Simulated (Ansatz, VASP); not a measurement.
# ZnWO4 (ZnWO4 (P2/c)) in two plane-wave programs, part 2 of 2

One calculation is typed for both programs; each brings its own data sets. How far apart do they land? The cell is taken from a series of runs on this material, whose earlier steps may have relaxed, scaled, displaced or heated it; both programs get it as it stands.

VASP 6.6.1 and Ansatz 0.2.0.

So far: Set-up; Ansatz: relaxation of cell and atoms, r2SCAN.

**3. VASP: relaxation of cell and atoms, r2SCAN**

Level of this step: r2SCAN, no spin polarisation; plane waves and PAW (Zn, W, O) (VASP).

The same cell, functional and mesh now go to VASP, with its own data sets.

Lines of VASP's logs that name or quote its potential files are left out, and so is its time.

File INCAR:

```
SYSTEM = ZnWO4
PREC = Accurate
ENCUT = 660
EDIFF = 1E-07
NELM = 120
ISMEAR = 0
SIGMA = 0.01
LREAL = .FALSE.
ALGO = Normal
METAGGA = R2SCAN
LASPH = .TRUE.
NBANDS = 54
LORBIT = 11
LWAVE = .FALSE.
LCHARG = .FALSE.
ISIF = 3
IBRION = 2
NSW = 80
EDIFFG = -0.005
GGA_COMPAT = .FALSE.
NELMIN = 4
EFERMI = MIDGAP
LMIXTAU = .TRUE.
KPAR = 2
```

File POSCAR:

```
ZnWO4
1.0
    4.6767190000      0.0000000000      0.0000000000
    0.0000000000      5.7297110000      0.0000000000
   -0.0504970000      0.0000000000      4.9361960000
Zn W O
2 2 8
Direct
    0.5000000535      0.6763571496      0.7500000000
    0.4999999465      0.3236428504      0.2500000000
    0.9999999465      0.1811267619      0.7500000000
    0.0000000535      0.8188732381      0.2500000000
    0.7826874146      0.1064327677      0.0649167902
    0.2173126923      0.1064327677      0.4350832098
    0.2173125854      0.8935672323      0.9350832098
    0.7826875216      0.8935672323      0.5649167902
    0.7430727952      0.3761098945      0.5973356812
    0.2569273117      0.3761098945      0.9026643188
    0.2569274186      0.6238901055      0.4026643188
    0.7430726883      0.6238901055      0.0973356812
```

File KPOINTS:

```
Automatic mesh
0
Gamma
6 5 6
0 0 0
```

Potentials, in the order of the species: Zn, W and O (PBE family, release 64).

Run with:

```
> mpirun -np 2 vasp_std
```

Numbers of over 12 decimals in the logs are rounded to 6 here.

Output:

```text
[banner, memory and clock lines left out]
running    2 mpi-ranks, on    1 nodes
 distrk:  each k-point on    1 cores,    2 groups
 distr:  one band on    1 cores,    1 groups

 POSCAR found type information on POSCAR ZnW O
 POSCAR found :  3 types and      12 ions
|                                                                             |
|               ----> ADVICE to this user running VASP <----                  |
|                                                                             |
|     You enforced a specific xc type in the INCAR file but a different       |
|     [... a line on the potential file left out ...]
|     I HOPE YOU KNOW WHAT YOU ARE DOING!                                     |
|                                                                             |

 LDA part: xc-table for (None), standard interpolation
 POSCAR, INCAR and KPOINTS ok, starting setup
 FFT: planning ... GRIDC
 FFT: planning ... GRID_SOFT
 FFT: planning ... GRID
 WAVECAR not read
 entering main loop
       N       E                     dE             d eps       ncg     rms          rms(c)
DAV:   1     0.996889863115E+03    0.99689E+03   -0.47765E+04  6480   0.223E+03
DAV:   2    -0.349433628269E+02   -0.10318E+04   -0.97089E+03  6728   0.584E+02
DAV:   3    -0.223101108469E+03   -0.18816E+03   -0.18189E+03  7202   0.230E+02
DAV:   4    -0.233199949485E+03   -0.10099E+02   -0.10002E+02  7720   0.582E+01
DAV:   5    -0.233360587151E+03   -0.16064E+00   -0.16016E+00  7660   0.737E+00    0.721E+01
DAV:   6    -0.200306774903E+03    0.33054E+02   -0.60405E+01  9562   0.683E+01    0.195E+01
DAV:   7    -0.192751718352E+03    0.75551E+01   -0.12401E+01  8796   0.249E+01    0.236E+01
DAV:   8    -0.194285570912E+03   -0.15339E+01   -0.41401E+00  9046   0.246E+01    0.519E+00
DAV:   9    -0.193108199020E+03    0.11774E+01   -0.10376E+00  8882   0.143E+01    0.335E+00
DAV:  10    -0.193746546029E+03   -0.63835E+00   -0.30464E-01  7026   0.357E+00    0.465E-01
DAV:  11    -0.193741645218E+03    0.49008E-02   -0.31635E-02  8780   0.158E+00    0.360E-01
DAV:  12    -0.193760114196E+03   -0.18469E-01   -0.20112E-02  7204   0.939E-01    0.341E-01
DAV:  13    -0.193759463161E+03    0.65103E-03   -0.34202E-03  6966   0.543E-01    0.100E-01
DAV:  14    -0.193760534427E+03   -0.10713E-02   -0.19114E-03  6846   0.313E-01    0.418E-02
DAV:  15    -0.193761105543E+03   -0.57112E-03   -0.48243E-04  6804   0.163E-01    0.410E-02
DAV:  16    -0.193761093234E+03    0.12309E-04   -0.28533E-05  7234   0.419E-02    0.497E-03
DAV:  17    -0.193761100155E+03   -0.69209E-05   -0.22748E-05  6922   0.346E-02    0.223E-03
DAV:  18    -0.193761103099E+03   -0.29440E-05   -0.40210E-06  6810   0.152E-02    0.217E-03
DAV:  19    -0.193761101488E+03    0.16109E-05   -0.10044E-06  7094   0.954E-03    0.145E-03
DAV:  20    -0.193761101054E+03    0.43451E-06   -0.20079E-07  4518   0.345E-03    0.827E-04
DAV:  21    -0.193761100940E+03    0.11340E-06   -0.12964E-08  3672   0.808E-04    0.475E-04
DAV:  22    -0.193761100745E+03    0.19539E-06   -0.81939E-09  3582   0.909E-04    0.221E-04
DAV:  23    -0.193761100783E+03   -0.37847E-07   -0.23195E-09  3516   0.617E-04
   1 F= -.19376110E+03 E0= -.19376110E+03  d E =-.193761E+03
[... from here on, the cycles between the ionic steps are left out ...]
  11 F= -.19376823E+03 E0= -.19376823E+03  d E =-.667978E-03
  12 F= -.19376814E+03 E0= -.19376814E+03  d E =0.892709E-04
  13 F= -.19376827E+03 E0= -.19376827E+03  d E =-.381821E-04
  14 F= -.19376826E+03 E0= -.19376826E+03  d E =-.309371E-04
  15 F= -.19376826E+03 E0= -.19376826E+03  d E =0.487599E-05
  16 F= -.19376828E+03 E0= -.19376828E+03  d E =-.158309E-04
  17 F= -.19376829E+03 E0= -.19376829E+03  d E =-.123770E-04
  18 F= -.19376829E+03 E0= -.19376829E+03  d E =-.142595E-04
 curvature:  -0.38 expect dE=-0.127E-04 dE for cont linesearch -0.395E-07
 trial: gam= 0.64498 g(F)=  0.206E-04 g(S)=  0.130E-04 ort =-0.301E-05 (trialstep = 0.737E+00)
 search vector abs. value=  0.658E-04
 bond charge predicted
       N       E                     dE             d eps       ncg     rms          rms(c)
DAV:   1    -0.193768321853E+03   -0.30157E-04   -0.62169E-03  6480   0.433E-01    0.418E-02
DAV:   2    -0.193768332033E+03   -0.10180E-04   -0.20763E-04  8640   0.133E-01    0.266E-02
DAV:   3    -0.193768323884E+03    0.81486E-05   -0.10130E-05  7668   0.306E-02    0.152E-02
DAV:   4    -0.193768321341E+03    0.25427E-05   -0.37736E-06  9156   0.175E-02    0.522E-03
DAV:   5    -0.193768318870E+03    0.24713E-05   -0.71145E-07  8584   0.711E-03    0.247E-03
DAV:   6    -0.193768318495E+03    0.37528E-06   -0.19779E-07  4180   0.291E-03    0.126E-03
DAV:   7    -0.193768318136E+03    0.35885E-06   -0.57763E-08  3462   0.201E-03    0.863E-04
DAV:   8    -0.193768318332E+03   -0.19597E-06   -0.17940E-08  3414   0.178E-03    0.543E-04
DAV:   9    -0.193768318342E+03   -0.10130E-07   -0.63626E-09  3378   0.609E-04
  19 F= -.19376832E+03 E0= -.19376832E+03  d E =-.267155E-04
 trial-energy change:   -0.000027  1 .order   -0.000016   -0.000023   -0.000009
 step:   0.8199(harm=  1.2315)  dis= 0.00043  next Energy=  -193.768319 (dE=-0.273E-04)
 reached required accuracy - stopping structural energy minimisation
```

Parts of OUTCAR (step 3):

```text
ion  position               nearest neighbor table
   1  0.500  0.676  0.750-   7 2.04   8 2.04  12 2.07  11 2.07   9 2.20  10 2.20
   2  0.500  0.324  0.250-   6 2.04   5 2.04  10 2.07   9 2.07  11 2.20  12 2.20
   3  1.000  0.181  0.750-   9 1.80  10 1.80   5 1.91   6 1.91   8 2.14   7 2.14   4 3.22   4 3.22

  LATTYP: Found a simple monoclinic cell.
 ALAT       =     4.6767190000
 B/A-ratio  =     1.2251561404
 C/A-ratio  =     1.0555379282
 COS(beta)  =    -0.0102294070

 Subroutine GETGRP returns: Found  4 space group operations
 (whereof  2 operations were pure point group operations)

The static configuration has the point symmetry S_2 .
 The point group associated with its full space group is C_2h.

 Found     60 irreducible k-points:

   k-points           NKPTS =     60   k-points in BZ     NKDIM =     60   number of bands    NBANDS=     54

   dimension x,y,z NGX =    40 NGY =   48 NGZ =   42
   dimension x,y,z NGXF=    80 NGYF=   96 NGZF=   84

   ENCUT  =  660.0 eV  48.51 Ry    6.96 a.u.   9.80 12.00 10.34*2*pi/ulx,y,z

   NELECT =      84.0000    total number of electrons

 k-points in reciprocal lattice and weights: Automatic mesh
   0.00000000  0.00000000  0.00000000       0.006
   0.16666667  0.00000000 -0.00000000       0.011
   0.33333333  0.00000000  0.00000000       0.011
   0.50000000  0.00000000 -0.00000000       0.006
   0.00000000  0.20000000  0.00000000       0.011
   0.16666667  0.20000000 -0.00000000       0.022
   0.33333333  0.20000000  0.00000000       0.022
   0.50000000  0.20000000 -0.00000000       0.011
   0.00000000  0.40000000  0.00000000       0.011
[...]
0.33333333  0.40000000  0.50000000       0.022
   0.50000000  0.40000000  0.50000000       0.011

 average (electrostatic) potential at core
       1 -40.0920       2 -40.0920       3 -50.0752       4 -50.0752       5 -75.6664
       6 -75.6664       7 -75.6664       8 -75.6664       9 -76.0115      10 -76.0115
      11 -76.0115      12 -76.0115

 E-fermi :   3.2258

 k-point     1 :       0.0000    0.0000    0.0000
  band No.  band energies     occupation
    ...
     38       0.7053      2.00000
     39       0.8478      2.00000
     40       1.2373      2.00000
     41       1.2448      2.00000
     42       1.3488      2.00000
     43       5.2460      0.00000
     44       5.6848      0.00000
     45       5.6868      0.00000
     46       5.7161      0.00000
     47       6.4674      0.00000
    ...

 k-point     2 :       0.1667    0.0000   -0.0000
  band No.  band energies     occupation
    ...
     38       0.7490      2.00000
     39       0.9589      2.00000
     40       1.0647      2.00000
     41       1.2717      2.00000
     42       1.2931      2.00000
     43       5.2970      0.00000
     44       5.6079      0.00000
     45       5.6327      0.00000
     46       5.7446      0.00000
     47       6.5987      0.00000
    ...

 k-point     3 :       0.3333    0.0000    0.0000
  band No.  band energies     occupation
    ...
     38       0.7019      2.00000
     39       0.9561      2.00000
     40       1.0625      2.00000
     41       1.3991      2.00000
     42       1.4204      2.00000
     43       5.4102      0.00000
     44       5.4975      0.00000
     45       5.5270      0.00000
     46       5.8417      0.00000
     47       6.3561      0.00000
    ...

  Total        0.0213093     -0.0048757      0.0213978      0.0000000      0.0000000     -0.0124902
  in kB        0.2595500     -0.0593869      0.2606281      0.0000000      0.0000000     -0.1521329
  external PRESSURE =       0.1535971 kB  Pullay stress =       0.0000000 kB

  energy-cutoff  :      660.00
  volume of cell :      131.54
      direct lattice vectors                 reciprocal lattice vectors
     4.672279939  0.000000000  0.001802247     0.214027457  0.000000000  0.002111364
     0.000000000  5.719921276  0.000000000     0.000000000  0.174827581  0.000000000
    -0.048554681  0.000000000  4.921953591    -0.000078369  0.000000000  0.203170586

 POSITION                                       TOTAL-FORCE (eV/Angst)
 -----------------------------------------------------------------------------------
      2.29972      3.87958      3.69237         0.000000     -0.000452     -0.000000
      2.32400      1.84034      1.23139         0.000000      0.000452     -0.000000
      4.63586      1.04127      3.69327         0.000000      0.001867     -0.000000
     -0.01214      4.67865      1.23049        -0.000000     -0.001867     -0.000000
      3.65501      0.60575      0.31945        -0.003661      0.001656      0.001814
      0.99299      0.60575      2.14333         0.003661      0.001656     -0.001814
      0.96871      5.11418      4.60431         0.003661     -0.001656     -0.001814
      3.63074      5.11418      2.78042        -0.003661     -0.001656      0.001814
      3.44450      2.15327      2.94461         0.000825      0.003364     -0.002576
      1.15495      2.15327      4.44013        -0.000825      0.003364      0.002576
      1.17922      3.56665      1.97915        -0.000825     -0.003364      0.002576
      3.46878      3.56665      0.48363         0.000825     -0.003364     -0.002576
 -----------------------------------------------------------------------------------
    total drift:                               -0.002348     -0.000141      0.000002

  FREE ENERGIE OF THE ION-ELECTRON SYSTEM (eV)
  ---------------------------------------------------
  free  energy   TOTEN  =      -193.7683183419 eV

  energy  without entropy=     -193.7683183419  energy(sigma->0) =     -193.76831834

 reached required accuracy - stopping structural energy minimisation

 total charge
# of ion       s       p       d       tot
------------------------------------------
    1        0.350   0.376   9.920  10.646
    2        0.350   0.376   9.920  10.646
    3        0.725   1.077   4.187   5.989
    4        0.725   1.077   4.187   5.989
    5        1.566   3.527   0.000   5.094
    6        1.566   3.527   0.000   5.094
    7        1.566   3.527   0.000   5.094
    8        1.566   3.527   0.000   5.094
    9        1.575   3.496   0.000   5.071
   10        1.575   3.496   0.000   5.071
   11        1.575   3.496   0.000   5.071
   12        1.575   3.496   0.000   5.071
--------------------------------------------------
tot         14.716  30.999  28.212  73.927

[... 3 further parts left out ...]
```

CONTCAR:

```
ZnWO4
   1.00000000000000
     4.6722799388854259    0.0000000000000000    0.0018022471575294
     0.0000000000000000    5.7199212759238964    0.0000000000000000
    -0.0485546811954337    0.0000000000000000    4.9219535912203138
  Zn              W               O
     2     2     8
Direct
     0.5000000535000027    0.6782570785985256    0.7500000000000000
     0.4999999464999973    0.3217429214014744    0.2500000000000000
     0.9999999464999973    0.1820433613345858    0.7500000000000000
     0.0000000535000027    0.8179566386654143    0.2500000000000000
     0.7829477839722082    0.1059009562108689    0.0646154495426040
     0.2170523229277883    0.1059009562108689    0.4353845504573962
     0.2170522160277919    0.8940990437891309    0.9353845504573960
     0.7829478909722135    0.8940990437891309    0.5646154495426040
     0.7434353902970430    0.3764518546592743    0.5979876497946182
     0.2565647166029535    0.3764518546592743    0.9020123502053818
     0.2565648235029570    0.6235481453407254    0.4020123502053821
     0.7434352833970466    0.6235481453407254    0.0979876497946180
```

This run has no spin polarisation, so a moment on W, if there is one, isn't seen. The data set W keeps the semicore shell frozen, which is cheaper and a little less accurate.

**4. Side by side**

Known differences besides the potentials themselves: VASP keeps PBE cores, Ansatz makes them for the functional; fixed occupations in Ansatz, narrow Gaussian smearing in VASP; the data sets hold 100 valence electrons in Ansatz (on its default PAW (the set named soft_2) files) and 84 in VASP; the cutoff is 500 eV in Ansatz and 660 eV in VASP; Ansatz adds a Pulay correction to the stress that steers its cell, VASP none. Total energies have different zeros and are not compared.

The two programs side by side:

```csv
quantity,Ansatz,VASP,difference
volume (Å³),131.50,131.54,-0.03 %
"edge a after relaxation, in the typed setting (Å)",4.675,4.672,+0.06 %
"edge b after relaxation, in the typed setting (Å)",5.726,5.720,+0.11 %
"edge c after relaxation, in the typed setting (Å)",4.912,4.922,-0.20 %
```

**5. Results**

- difference in edge c after relaxation, in the typed setting (relaxation of cell and atoms, r2SCAN): -0.20 %

In words: The difference in edge c after relaxation, in the typed setting is -0.20 % (relaxation of cell and atoms, r2SCAN), within the 1.2 % picked in this series as the mark of a large difference, as far as the stopping tolerances let one tell. The data sets hold unlike numbers of valence electrons (100 in Ansatz and 84 in VASP), so part of the differences comes from the potentials. How closely two codes agree says nothing of how well the functional describes the real material.

[Lines on the potential files, build, host, timing and source positions are cut from VASP's logs without a mark.]

[Logs are printed without paths, hosts, clocks, repeated set-up lines and the standing remarks that a program may print on its own settings, such as how far it seeks lower states.]

[Hosts, paths, dates, database ids (printed as entryN), source tags and the programs' standing remarks are cut or masked in the printed files.]
